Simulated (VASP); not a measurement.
Level of theory: rev-vdW-DF2, VASP's PBE PAW potentials (set 64) (plane waves; VASP).

The input files of a VASP run:

KPOINTS:
```
k-points along high-symmetry lines
15
Line-mode
Reciprocal
  0.000000   0.000000   0.000000 ! GAMMA
 -0.500000  -0.500000   0.000000 ! X

 -0.500000  -0.500000   0.000000 ! X
 -0.375000  -0.375000   0.250000 ! U

 -0.375000  -0.000000   0.375000 ! K
  0.000000   0.000000   0.000000 ! GAMMA

  0.000000   0.000000   0.000000 ! GAMMA
 -0.000000  -0.000000   0.500000 ! L

 -0.000000  -0.000000   0.500000 ! L
 -0.500000  -0.250000   0.250000 ! W

 -0.500000  -0.250000   0.250000 ! W
 -0.500000  -0.500000   0.000000 ! X
```

File POSCAR:
```
AlSb
6.2046770
  0.0000000000   0.5000000043   0.5000000043
  0.5000000043   0.0000000000   0.5000000043
  0.5000000043   0.5000000043   0.0000000000
Al Sb
1 1
Cartesian
  0.0000000000   0.0000000000   0.0000000000
  0.2500000021   0.2500000021   0.2500000021
```

### INCAR
```
# general
SYSTEM  =AlSb
PREC    =Accurate
ENCUT   =520
LREAL   =.False.
LASPH   =.True.
ICHARG  =11

# electronic loop
EDIFF   =1E-7
NELM    =100
ALGO    =Normal
LMAXMIX =4

# smearing
ISMEAR  =0
SIGMA   =0.05

# functional
GGA     =MK
LUSE_VDW=.True.
AGGAC   =0.0
PARAM1  =0.1234568
PARAM2  =0.7114
ZAB_VDW =-1.8867

# output
LWAVE   =.False.
LCHARG  =.False.
LORBIT  =11
```

POTCAR, in this order: Al Sb (PBE.64 set). Program: vasp_std. Read from the step before: CHGCAR.

The resulting files:

### OUTCAR
```
 ion  position               nearest neighbor table
   1  0.000  0.000  0.000-   2 2.69   2 2.69   2 2.69   2 2.69
   2  0.250  0.250  0.250-   1 2.69   1 2.69   1 2.69   1 2.69
  LATTYP: Found a face centered cubic cell.
 ALAT       =     6.2046770532
 Subroutine PRICEL returns:
 Original cell was already a primitive cell.
 Subroutine GETGRP returns: Found 24 space group operations
The static configuration has the point symmetry T_d .
The dynamic configuration has the point symmetry T_d .
 Subroutine INISYM returns: Found 24 space group operations
   k-points           NKPTS =     90   k-points in BZ     NKDIM =     90   number of bands    NBANDS=      8
   number of dos      NEDOS =    301   number of ions     NIONS =      2
   total plane-waves  NPLWV =  46656
   dimension x,y,z NGX =    36 NGY =   36 NGZ =   36
   dimension x,y,z NGXF=    72 NGYF=   72 NGZF=   72
   ions per type =               1   1
   PREC   = accura    normal or accurate (medium, high low for compatibility)
   ISTART =      0    job   : 0-new  1-cont  2-samecut
   ICHARG =     11    charge: 1-file 2-atom 10-const
   ISPIN  =      1    spin polarized calculation?
   LNONCOLLINEAR =      F non collinear calculations
   LSORBIT =      F    spin-orbit coupling
   INIWAV =      1    electr: 0-lowe 1-rand  2-diag
   ENCUT  =  520.0 eV  38.22 Ry    6.18 a.u.   8.16  8.16  8.16*2*pi/ulx,y,z
   NELM   =    100;   NELMIN=  2; NELMDL= -5     # of ELM steps
   EDIFF  = 0.1E-06   stopping-criterion for ELM
   LREAL  =      F    real-space projection
   NLSPLINE    = F    spline interpolate recip. space projectors
   LMAXMIX     =    4 max onsite mixed and CHGCAR
   VOSKOWN=      0    Vosko Wilk Nusair interpolation
   EDIFFG = 0.1E-05   stopping-criterion for IOM
   NSW    =      0    number of steps for IOM
   NBLOCK =      1;   KBLOCK =      1    inner block; outer block
   IBRION =     -1    ionic relax: 0-MD 1-quasi-New 2-CG
   NFREE  =      0    steps in history (QN), initial steepest desc. (CG)
   ISIF   =      2    stress and relaxation
   ISYM   =      2    0-nonsym 1-usesym 2-fastsym
   TEIN   =    0.0    initial temperature
   TEBEG  =    0.0;   TEEND  =   0.0 temperature during run
   SMASS  =  -3.00    Nose mass-parameter (am)
   PSTRESS=    0.0 pullay stress
   NELECT =       8.0000    total number of electrons
   EFERMI =   0.00;   METHOD = LEGACY
   ISMEAR =     0;   SIGMA  =   0.05  broadening in eV -4-tet -1-fermi 0-gaus
   IALGO  =     38    algorithm
   LDIAG  =      T    sub-space diagonalisation (order eigenvalues)
   IMIX   =      4    mixing-type and parameters
     AMIX     =   0.40;   BMIX     =  1.00
     AMIX_MAG =   1.60;   BMIX_MAG =  1.00
     AMIN     =   0.10
   GGA     = MK    functional components
   VOSKOWN =     0    Vosko Wilk Nusair interpolation
   LHFCALC =     F    Hartree Fock is set to
   LHFONE  =     F    Hartree Fock one center treatment
   AEXX    =    0.0000 exact exchange contribution
   LUSE_VDW   =     T    switch on vdW DFT
   IVDW    =     0    specifies the selected vdW correction
   LEPSILON=     F    determine dielectric tensor
   LRPA    =     F    only Hartree local field effects (RPA)
  energy-cutoff  :      520.00
  volume of cell :       59.72
      direct lattice vectors                 reciprocal lattice vectors
     0.000000000  3.102338527  3.102338527    -0.161168743  0.161168743  0.161168743
     3.102338527  0.000000000  3.102338527     0.161168743 -0.161168743  0.161168743
     3.102338527  3.102338527  0.000000000     0.161168743  0.161168743 -0.161168743
 k-point     1 :   0.0000 0.0000 0.0000  plane waves:    1639
 k-point     2 :  -0.0357-0.0357 0.0000  plane waves:    1627
 k-point     3 :  -0.0714-0.0714 0.0000  plane waves:    1599
 k-point     4 :  -0.1071-0.1071 0.0000  plane waves:    1591
 k-point     5 :  -0.1429-0.1429 0.0000  plane waves:    1603
 k-point     6 :  -0.1786-0.1786 0.0000  plane waves:    1607
 k-point     7 :  -0.2143-0.2143 0.0000  plane waves:    1607
 k-point     8 :  -0.2500-0.2500 0.0000  plane waves:    1612
 k-point     9 :  -0.2857-0.2857 0.0000  plane waves:    1612
...
```

OSZICAR:
```
       N       E                     dE             d eps       ncg     rms          rms(c)
DAV:   1     0.195770783742E+02    0.19577E+02   -0.27787E+03  1440   0.717E+02
DAV:   2    -0.350508919343E+01   -0.23082E+02   -0.22540E+02  1840   0.850E+01
DAV:   3    -0.415702076881E+01   -0.65193E+00   -0.65193E+00  2040   0.170E+01
DAV:   4    -0.416092329710E+01   -0.39025E-02   -0.39025E-02  2104   0.154E+00
DAV:   5    -0.416095321651E+01   -0.29919E-04   -0.29919E-04  2016   0.111E-01
DAV:   6    -0.416095388263E+01   -0.66612E-06   -0.66612E-06  2096   0.134E-02
DAV:   7    -0.416095390074E+01   -0.18113E-07   -0.18113E-07  2040   0.173E-03
   1 F= -.41609539E+01 E0= -.41609539E+01  d E =-.127836E-14
```

OUTCAR:
```
 val. band max:        4.4314069294   @ k =   0.0000   0.0000   0.0000

 cond. band min:       5.6533894165   @ k =  -0.4286  -0.4286   0.0000



 k-point     1 :       0.0000    0.0000    0.0000
  band No.  band energies     occupation
      1      -6.1265      2.00000
      2       4.4314      2.00000
      3       4.4314      2.00000
      4       4.4314      2.00000
      5       5.7496      0.00000
      6       7.5335      0.00000
      7       7.5335      0.00000
      8       7.5335      0.00000

 k-point     2 :      -0.0357   -0.0357    0.0000
  band No.  band energies     occupation
      1      -6.1113      2.00000
      2       4.2154      2.00000
      3       4.3777      2.00000
      4       4.3777      2.00000
      5       5.9634      0.00000
      6       7.4809      0.00000
      7       7.6090      0.00000
      8       7.6090      0.00000

 k-point     3 :      -0.0714   -0.0714    0.0000
  band No.  band energies     occupation
      1      -6.0659      2.00000
      2       3.7694      2.00000
      3       4.2315      2.00000
      4       4.2315      2.00000
      5       6.3904      0.00000
      6       7.3472      0.00000
      7       7.8201      0.00000
      8       7.8201      0.00000

 k-point     4 :      -0.1071   -0.1071    0.0000
  band No.  band energies     occupation
      1      -5.9908      2.00000
      2       3.2634      2.00000
      3       4.0254      2.00000
      4       4.0254      2.00000
      5       6.7743      0.00000
      6       7.2349      0.00000
      7       8.1336      0.00000
      8       8.1336      0.00000

 k-point     5 :      -0.1429   -0.1429    0.0000
  band No.  band energies     occupation
      1      -5.8869      2.00000
      2       2.7454      2.00000
      3       3.7901      2.00000
      4       3.7901      2.00000
      5       6.7665      0.00000
      6       7.4296      0.00000
      7       8.5179      0.00000
      8       8.5179      0.00000
...
```

The density is held fixed in this step, so its total energy and stress have no physical meaning. Unless said otherwise, spin-orbit coupling is left out, though it shifts the bands of the heavy elements here.

The compound is AlSb in the zinc blende structure. It was relaxed first.
